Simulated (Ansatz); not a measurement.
TaN (space group Fm-3m) relaxed with several functionals in Ansatz (plane waves to 420 eV, scalar-relativistic PAW, no spin-orbit coupling, symmetry kept). The database cell has 10.35 Å³/atom; its temperature or method isn't stated, so the comparison with it is no error of the functional. No moments.

| functional | conventional cell | V (Å³/atom) | against the database cell (%) | gap on mesh (eV) | largest moment (μB) |
| --- | --- | --- | --- | --- | --- |
| PBE | a = 4.417 Å, b = 4.417 Å, c = 4.417 Å, α = 90.00°, β = 90.00°, γ = 90.00° | 10.77 | 4.1 | 0.00 | 0.00 |
| LDA | a = 4.348 Å, b = 4.348 Å, c = 4.348 Å, α = 90.00°, β = 90.00°, γ = 90.00° | 10.28 | -0.7 | 0.00 | 0.00 |
| PBE+D3(BJ) | a = 4.385 Å, b = 4.385 Å, c = 4.385 Å, α = 90.00°, β = 90.00°, γ = 90.00° | 10.54 | 1.9 | 0.00 | 0.00 |

This rock-salt form isn't the usual stable structure of the compound.